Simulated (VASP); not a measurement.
# HfB (Fm-3m) in VASP: further runs, part 2 of 2

VASP 6.6.1. The steps go on from the part before.

## (9) Equation of state, PBEsol, 11.59 Å³/atom (volume scaled by 0.94)

The input, INCAR:

```
SYSTEM = HfB
PREC     = Accurate       ! precision mode
ENCUT    = 520            ! plane-wave cutoff, eV
EDIFF    = 1E-7           ! SCF threshold, eV
ISMEAR   = -1             ! smearing method
SIGMA    = 0.05           ! smearing width, eV
LREAL    = .False.        ! projectors in reciprocal space
LASPH    = .True.         ! aspherical terms in the spheres
NELM     = 80             ! most SCF steps
ALGO     = Normal         ! electronic algorithm
ISIF     = 2              ! what is computed and relaxed
LWAVE    = .False.        ! write WAVECAR
LCHARG   = .False.        ! write CHGCAR
GGA      = PS             ! functional
NBANDS   = 14             ! bands
```

The input, KPOINTS:

```
regular mesh
0
Gamma
  10 10 10
  0 0 0
```

The input, POSCAR:

```
HfB
1.0
    0.0000000000      2.2628439111      2.2628439111
    2.2628439111      0.0000000000      2.2628439111
    2.2628439111      2.2628439111      0.0000000000
Hf B
1 1
Direct
    0.5000000000      0.5000000000      0.5000000000
    0.0000000000      0.0000000000      0.0000000000
```

Potentials or basis: VASP PAW PBE potentials, release 64 (Hf_pv, B).

On the command line:

```
cat potpaw_PBE.64/Hf_pv/POTCAR potpaw_PBE.64/B/POTCAR > POTCAR
mpirun -np 1 vasp_std > vasp.out
```

Wall time 18 s (1 thread of Intel Xeon Platinum 8375C at 2.90GHz (Ice Lake), shared host); peak memory 0.14 GiB.

It converged, with:

```
Free energy            : -17.8985 eV
Pressure               : 43.0 GPa
Band gap on the k mesh : none (metal or under the smearing width)
```

Caveat: the PAW data sets were made with another functional, which shifts forces and pressure a little.

## (10) Equation of state, PBEsol, 11.83 Å³/atom (volume scaled by 0.96)

INCAR is that of step 9.

KPOINTS is that of step 9.

The input, POSCAR:

```
HfB
1.0
    0.0000000000      2.2787799567      2.2787799567
    2.2787799567      0.0000000000      2.2787799567
    2.2787799567      2.2787799567      0.0000000000
Hf B
1 1
Direct
    0.5000000000      0.5000000000      0.5000000000
    0.0000000000      0.0000000000      0.0000000000
```

On the command line:

```
cat potpaw_PBE.64/Hf_pv/POTCAR potpaw_PBE.64/B/POTCAR > POTCAR
mpirun -np 1 vasp_std > vasp.out
```

Wall time 17 s (1 thread of Intel Xeon Platinum 8375C at 2.90GHz (Ice Lake), shared host); peak memory 0.15 GiB.

Results (log left out):

| Quantity | Value |
| --- | --- |
| Free energy | -18.0204 eV |
| Pressure | 36.2 GPa |
| Band gap on the k mesh | none (metal or under the smearing width) |

Caveat: the PAW data sets were made with another functional, which shifts forces and pressure a little.

## (11) Equation of state, PBEsol, 12.08 Å³/atom (volume scaled by 0.98)

INCAR is that of step 10.

KPOINTS is that of step 10.

The input, POSCAR:

```
HfB
1.0
    0.0000000000      2.2944961772      2.2944961772
    2.2944961772      0.0000000000      2.2944961772
    2.2944961772      2.2944961772      0.0000000000
Hf B
1 1
Direct
    0.5000000000      0.5000000000      0.5000000000
    0.0000000000      0.0000000000      0.0000000000
```

On the command line:

```
cat potpaw_PBE.64/Hf_pv/POTCAR potpaw_PBE.64/B/POTCAR > POTCAR
mpirun -np 1 vasp_std > vasp.out
```

It took 16 s on 1 thread of Intel Xeon Platinum 8375C at 2.90GHz (Ice Lake), shared host; peak memory 0.15 GiB.

It converged, with:

- Free energy: -18.1223 eV
- Pressure: 30.0 GPa
- Band gap on the k mesh: none (metal or under the smearing width)

Caveat: the PAW data sets were made with another functional, which shifts forces and pressure a little.

## (12) Equation of state, PBEsol, 12.57 Å³/atom (volume scaled by 1.02)

INCAR is that of step 11.

KPOINTS is that of step 11.

The input, POSCAR:

```
HfB
1.0
    0.0000000000      2.3252984591      2.3252984591
    2.3252984591      0.0000000000      2.3252984591
    2.3252984591      2.3252984591      0.0000000000
Hf B
1 1
Direct
    0.5000000000      0.5000000000      0.5000000000
    0.0000000000      0.0000000000      0.0000000000
```

Potentials or basis: VASP PAW PBE potentials, release 64 (Hf_pv, B).

On the command line:

```
cat potpaw_PBE.64/Hf_pv/POTCAR potpaw_PBE.64/B/POTCAR > POTCAR
mpirun -np 1 vasp_std > vasp.out
```

It took 19 s on 1 thread of Intel Xeon Platinum 8375C at 2.90GHz (Ice Lake), shared host; peak memory 0.15 GiB.

It converged, with:

```
Free energy            : -18.2729 eV
Pressure               : 19.2 GPa
Band gap on the k mesh : none (metal or under the smearing width)
```

Caveat: the PAW data sets were made with another functional, which shifts forces and pressure a little.

## (13) Equation of state, PBEsol, 12.82 Å³/atom (volume scaled by 1.04)

INCAR is that of step 12.

KPOINTS is that of step 12.

The input, POSCAR:

```
HfB
1.0
    0.0000000000      2.3403982228      2.3403982228
    2.3403982228      0.0000000000      2.3403982228
    2.3403982228      2.3403982228      0.0000000000
Hf B
1 1
Direct
    0.5000000000      0.5000000000      0.5000000000
    0.0000000000      0.0000000000      0.0000000000
```

On the command line:

```
cat potpaw_PBE.64/Hf_pv/POTCAR potpaw_PBE.64/B/POTCAR > POTCAR
mpirun -np 1 vasp_std > vasp.out
```

Run time: 25 s. Hardware: 1 thread of Intel Xeon Platinum 8375C at 2.90GHz (Ice Lake), shared host; peak memory 0.17 GiB.

The run converged. Its results:

```
Free energy            : -18.3247 eV
Pressure               : 14.4 GPa
Band gap on the k mesh : none (metal or under the smearing width)
```

Caveat: the PAW data sets were made with another functional, which shifts forces and pressure a little.

## (14) Equation of state, PBEsol, 13.07 Å³/atom (volume scaled by 1.06)

INCAR is that of step 13.

KPOINTS is that of step 13.

The input, POSCAR:

```
HfB
1.0
    0.0000000000      2.3553056198      2.3553056198
    2.3553056198      0.0000000000      2.3553056198
    2.3553056198      2.3553056198      0.0000000000
Hf B
1 1
Direct
    0.5000000000      0.5000000000      0.5000000000
    0.0000000000      0.0000000000      0.0000000000
```

On the command line:

```
cat potpaw_PBE.64/Hf_pv/POTCAR potpaw_PBE.64/B/POTCAR > POTCAR
mpirun -np 1 vasp_std > vasp.out
```

Wall time 34 s (1 thread of Intel Xeon Platinum 8375C at 2.90GHz (Ice Lake), shared host); peak memory 0.16 GiB.

The run converged. Its results:

```yaml
Free_energy: -18.3625 eV
Pressure: 10.1 GPa
Band_gap_on_the_k_mesh: none (metal or under the smearing width)
```

Caveat: the PAW data sets were made with another functional, which shifts forces and pressure a little.

## (15) Equation of state, PBEsol

Potentials or basis: VASP PAW PBE potentials, release 64 (Hf_pv, B).

This step only gathers the single runs of the series.

What came out:

* Equilibrium volume: 13.75 Å³/atom (rough: see the caveat)
* Bulk modulus: 181 GPa (rough)

Energy against volume, from the lowest point:
| volume (Å³/atom) | energy (meV/atom) |
| --- | --- |
| 11.587 | 232.00 |
| 11.833 | 171.06 |
| 12.080 | 120.12 |
| 12.326 | 78.30 |
| 12.573 | 44.81 |
| 12.819 | 18.93 |
| 13.066 | 0.00 |

Caveat: the minimum lies outside the volumes run; the PAW data sets were made with another functional, which shifts forces and pressure a little.
